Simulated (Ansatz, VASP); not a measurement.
**Two plane-wave programs on Cu**

INCAR

```
SYSTEM = Cu
PREC = Accurate ; ENCUT = 600
EDIFF = 1E-7 ; ISMEAR = 0
SIGMA = 0.1 ; LREAL = .False.
LASPH = .True. ; NELM = 80
ALGO = Fast ; ISIF = 3
LWAVE = .False. ; LCHARG = .False.
GGA = PS ; IBRION = 2
NSW = 90 ; EDIFFG = -0.04
```

The input KPOINTS:

```
Automatic mesh
0
Gamma
  8 8 8
  0 0 0
```

POSCAR

```
Cu
1.0
    2.2884509792      0.0000000000      0.0000000000
    0.0000000000      2.2884509792      0.0000000000
    0.0000000000      0.0000000000      2.2884509792
Cu
1
Direct
    0.0000000000      0.0000000000      0.0000000000
```

Input for Ansatz:

```yaml
crystal:
  lattice:
    - [2.2884509792, 0.0, 0.0]
    - [0.0, 2.2884509792, 0.0]
    - [0.0, 0.0, 2.2884509792]
  atoms:
    - { symbol: Cu, position: [0.0, 0.0, 0.0] }
basis:
  ecutwfc: 420
kpoints:
  mp_grid: { grid: [8, 8, 8] }
hamiltonian:
  xc: pbesol
scf:
  occupations: { method: gaussian, width: 0.1 }
  lower_state_search: "off"
output:
  forces: true
  stress: true
  eigenvalues: true
relax:
  adjacent_minimum: "off"
  f_tol: 0.04
  max_steps: 70
  cell: { stress_tol: 0.4 }
```

Alike in both runs: task relaxation of cell and atoms; functional PBEsol; k mesh 8 × 8 × 8; occupations gaussian, width 0.1 eV; no spin polarisation.

|  | VASP | Ansatz |
| --- | --- | --- |
| version | VASP 6.6.1 | Ansatz 0.2.0 |
| potentials or method | VASP PAW PBE potentials, release 64 (Cu) | scalar-relativistic, plane waves, PAW |
| plane-wave cutoff (eV) | 600 | 420 |
| valence electrons in the cell | 11 | 19 |

|  | VASP | Ansatz | Ansatz less VASP |
| --- | --- | --- | --- |
| gap on the k mesh at the Fermi level, each at its own relaxed structure (eV) | none | none | - |
| relaxed volume (Å³/atom) | 13.21 | 13.13 | -0.076 |
| relaxed cell length with the largest relative difference (Å) | 2.364 | 2.359 | -0.0045 |
| energy change over the relaxation (meV/atom) | -52 | -47 | +4.6 |

A gap of «none» marks a metal or a gap that the smearing closes. The two sets of potentials don't hold the same shells in valence.

Caveats: the PAW data sets were made with another functional, which shifts forces and pressure a little (VASP).
